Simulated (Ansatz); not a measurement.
# KF: response to strain

KF is deformed so: zz strain of +2 %. What stress and forces result, by LAPW, PAW and all-electron datasets made for the crystal?

Program: Ansatz 0.2.0. Level of theory: DFT PBEsol, scalar-relativistic. These are calculated values, not measurements.

### Step 1. Starting point

It takes space group Fm-3m (No. 225, cubic). Conventional cell: a = 5.347 Å, b = 5.347 Å, c = 5.347 Å, α = 90.00°, β = 90.00°, γ = 90.00°. K (site symmetry m-3m) is surrounded by 6 F at 2.67 Å. F (site symmetry m-3m) is surrounded by 6 K at 2.67 Å.

Structure file:

```
CELL_PARAMETERS angstrom
0.00000 2.67350 2.67350
2.67350 0.00000 2.67350
2.67350 2.67350 0.00000
ATOMIC_POSITIONS crystal
K 0.00000 0.00000 0.00000
F 0.50000 0.50000 0.50000
```

Atoms are numbered in the order of the input: K1, F2.

### Step 2. After the deformation

Space group Fm-3m before, I4/mmm after.

### Step 3. Full-potential LAPW

input.yaml

```yaml
crystal:
  lattice:
    - [0.0, 2.6735, 2.72697]
    - [2.6735, 0.0, 2.72697]
    - [2.6735, 2.6735, 0.0]
  atoms:
    - { symbol: K, position: [0.0, 0.0, 0.0] }
    - { symbol: F, position: [0.5, 0.5, 0.5] }
kpoints:
  mp_grid: { grid: [9, 9, 9] }
  band_path:
    path:
      - [0.0, 0.0, 0.0]
      - [0.0, 0.5, 0.5]
      - [0.25, 0.75, 0.5]
      - [0.0, 0.5, 0.0]
      - [0.0, 0.0, 0.0]
      - [0.5, 0.5, 0.0]
      - [0.3701460977, 0.6298539023, 0.0]
      - [-0.3701460977, 0.3701460977, 0.0]
      - [0.0, 0.0, 0.0]
    npoints: 5
scf:
  occupations: { method: fermi_dirac, width: 0.01 }
hamiltonian:
  xc: pbesol
  pseudopotentials: { kind: all_electron, lapw: { basis_error: 0.001 } }
output:
  forces: true
  stress: true
  eigenvalues: true
```

Command:

```
$ ansatz run input.yaml --threads 1 --pin off --max-ram 3072MiB --backend cpu --events-out ev --progress --plain --runs-dir out
```

### Step 4. PAW on the default files

input.yaml

```yaml
crystal:
  lattice:
    - [0.0, 2.6735, 2.72697]
    - [2.6735, 0.0, 2.72697]
    - [2.6735, 2.6735, 0.0]
  atoms:
    - { symbol: K, position: [0.0, 0.0, 0.0] }
    - { symbol: F, position: [0.5, 0.5, 0.5] }
kpoints:
  mp_grid: { grid: [9, 9, 9] }
scf:
  occupations: { method: fermi_dirac, width: 0.01 }
hamiltonian:
  xc: pbesol
  pseudopotentials: { kind: paw }
output:
  forces: true
  stress: true
  eigenvalues: true
  efg: { contact_densities: true }
```

### Step 5. All-electron PAW on datasets made for the crystal

Edit input.yaml of step 4 so:

```diff
@@ -14,3 +14,3 @@
   xc: pbesol
-  pseudopotentials: { kind: paw }
+  pseudopotentials: { kind: all_electron, datasets: crystal }
 output:
```

(Steps that only read results are left out.)

Q: Predict the outcome of this session. Wanted: pressure; largest shear or deviatoric stress.

The runs gave:

```
                                 quantity                                              value
                                 pressure  LAPW -1.24, PAW -1.24, crystal datasets -1.24 GPa
largest shear or deviatoric stress (LAPW)                                           0.53 GPa
```

What this shows: The largest part of the stress beyond the pressure is 0.53 GPa in size, in the zz component; the atoms are carried along and not relaxed. No run of the undeformed cell stands beside it, so the pressure holds what the given cell had before the change. PAW: stress within 0.01 GPa of LAPW. Crystal datasets: stress within 0.01 GPa of LAPW.
